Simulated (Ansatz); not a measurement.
## Molecular dynamics of WC

Input file:

```yaml
accuracy: low
crystal:
  lattice:
    - [-2.900765, -5.024272, 0.0]
    - [4.351147, -2.512136, 0.0]
    - [0.0, 0.0, 5.694056]
  atoms:
    - { symbol: W, position: [0.75, 0.5, 0.0] }
    - { symbol: C, position: [0.5, 0.6666667, 0.25] }
    - { symbol: W, position: [0.75, 0.5, 0.5] }
    - { symbol: C, position: [0.5, 0.6666667, 0.75] }
    - { symbol: W, position: [0.5, 0.0, 0.0] }
    - { symbol: C, position: [0.25, 0.1666667, 0.25] }
    - { symbol: W, position: [0.5, 0.0, 0.5] }
    - { symbol: C, position: [0.25, 0.1666667, 0.75] }
    - { symbol: W, position: [0.25, 0.5, 0.0] }
    - { symbol: C, position: [0.0, 0.6666667, 0.25] }
    - { symbol: W, position: [0.25, 0.5, 0.5] }
    - { symbol: C, position: [0.0, 0.6666667, 0.75] }
    - { symbol: W, position: [0.0, 0.0, 0.0] }
    - { symbol: C, position: [0.75, 0.1666667, 0.25] }
    - { symbol: W, position: [0.0, 0.0, 0.5] }
    - { symbol: C, position: [0.75, 0.1666667, 0.75] }
basis:
  ecutwfc: 420.0
kpoints:
  mp_grid: { grid: [2, 2, 2] }
hamiltonian:
  xc: pbe
  dispersion: d3bj
  pseudopotentials: { kind: paw, azcp: { folder: soft_1 } }
scf:
  occupations: { method: fermi_dirac, width: 0.3 }
  lower_state_search: "off"
md:
  timestep: 0.75
  n_steps: 200
  ensemble: nvt_langevin
  temperature: 3500.0
  initial_velocities: maxwell_boltzmann
  seed: 898395
  friction: 0.02
```

Run as:

```bash
$ ansatz run input.yaml --threads 1 --pin off --max-ram 3072MiB --backend cpu --events-out ev --progress --plain --runs-dir out
```

It starts from an unrelaxed structure (largest force component 0.06 eV/Å).

Output, in part (step lines):

```
md step     0: t =     0.00 fs  T =  3281.3 K  F+E_penalty+E_count = -85104.42490800 eV  E_kin = 6.786150 eV  (9 SCF iters)
[... lines left out ...]
```

The steps, from the saved trajectory:

```tsv
time (fs)	T (K)	potential energy less start (eV)
0	3281	0.000
4.5	2529	0.981
9	1927	2.994
13.5	1843	4.021
18	2322	3.948
22.5	2687	3.676
27	2774	4.368
31.5	2248	6.041
36	1594	7.211
40.5	1682	7.228
45	1723	6.678
49.5	1821	6.530
54	2049	5.938
58.5	2598	4.926
63	2859	4.444
67.5	3054	4.222
72	3286	4.277
76.5	3136	4.830
81	2618	5.670
85.5	2287	5.886
90	3000	5.813
94.5	3077	6.067
99	2971	6.980
103.5	3257	7.094
108	3099	6.302
112.5	3105	6.116
117	2694	6.808
121.5	2447	7.777
126	2522	8.089
130.5	3745	6.847
135	3885	6.397
139.5	3575	7.177
144	4105	7.844
148.5	3609	7.557
```

The run went to its last step. The mean temperature of the second half is 10 % below the set value. A run of 0.15 ps of so small a system gives no equilibrium averages. Limits of this set-up: coarse k mesh, low accuracy level.

Mean squared displacements from the first frame to the last, about the centre of mass: W 0.04 Å², C 0.07 Å².

Last frame:

```xyz
16
Lattice="-2.9008 -5.0243 0.0000 4.3511 -2.5121 0.0000 0.0000 0.0000 5.6941" Properties=species:S:1:pos:R:3
W -0.386 -4.959 -0.048
C 1.422 -3.933 1.394
W 0.078 -4.934 2.864
C 1.490 -4.043 4.098
W -1.594 -2.295 -0.123
C -0.178 -1.496 1.259
W -1.400 -2.478 2.734
C 0.013 -1.749 4.419
W 1.328 -2.527 -0.094
C 2.743 -1.575 1.158
W 1.500 -2.292 2.793
C 2.804 -2.022 4.322
W -0.171 0.139 -0.022
C -1.750 -4.003 1.486
W 0.267 0.036 2.858
C -1.580 -3.925 4.287
```

Run time: 14 min on 1 thread of Arm Neoverse V2, with other jobs on the host, peak memory 0.51 GiB.
